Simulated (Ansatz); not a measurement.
Run this with the Ansatz DFT code, driven from Python and show what comes out.

The script, `eps_cssnbr3.py`:
```python
# -*- coding: utf-8 -*-
'''Response of CsSnBr3 to an electric field.'''

import ansatz
import numpy as np
from pymatgen.core import Lattice, Structure
from pymatgen.io.ase import AseAtomsAdaptor

pmg_structure = Structure(
    Lattice([[5.83900561, 0.0, 0.0], [0.0, 5.83900561, 0.0], [0.0, 0.0, 5.83900561]]),
    ['Cs', 'Sn', 'Br', 'Br', 'Br'],
    [
        [0.0, 0.0, 0.0],
        [0.5, 0.5, 0.5],
        [0.5, 0.0, 0.5],
        [0.5, 0.5, 0.0],
        [0.0, 0.5, 0.5],
    ],
)
structure = ansatz.Crystal.from_ase(AseAtomsAdaptor.get_atoms(pmg_structure))

# an insulator: whole occupations
model = (
    structure.calculation()
    .kpoints(mesh=(4, 4, 4), center='gamma')
    .functional(ansatz.Functional.PBESOL)
    .pseudopotentials('paw')
    .occupations('fixed')
    .dielectric()
)
out = model.run(threads=1)
response = out.dielectric
eps = np.asarray(response.eps_inf)

print(f'mean eps_inf {np.trace(eps) / 3:.3f}, fraction of exact exchange 1/eps = {3 / np.trace(eps):.3f}')
print(np.array2string(eps, precision=3, suppress_small=True))
for site, z in zip(out.lattice.sites, response.zstar_e):
    print(f'{site.symbol:2s} Z* trace/3 = {np.trace(z) / 3:+.3f} e')
print(f'charge neutrality missed by {response.zstar_sum_residual_pre_e:.4f} e before the sum rule')
```

`python eps_cssnbr3.py` gives:
```text
DeckWarning: basis.ecutwfc = 420 eV, auto-derived from the records' recommended cutoffs: set by Cs (normal level)
mean eps_inf 7.202, fraction of exact exchange 1/eps = 0.139
[[ 7.202 -0.     0.   ]
 [-0.     7.202  0.   ]
 [ 0.     0.     7.202]]
Cs Z* trace/3 = +1.337 e
Sn Z* trace/3 = +5.035 e
Br Z* trace/3 = -2.124 e
Br Z* trace/3 = -2.124 e
Br Z* trace/3 = -2.124 e
charge neutrality missed by 0.0001 e before the sum rule
```
(Warnings from the package without file and line.)

The Fermi level of a run with fixed occupations marks the highest occupied state on its mesh, not mid-gap. Pressure is positive in compression. This cell is a computed structure, which may not be the phase found in nature. This is the electronic (clamped-ion) response; a semilocal gap that is too small tends to raise it. The typed mesh is that of the SCF; the response is solved on denser meshes that the run picks. Wall time of the script: 110 s on 1 thread of Arm Neoverse V1, with other jobs on the host, peak memory 1 GiB.
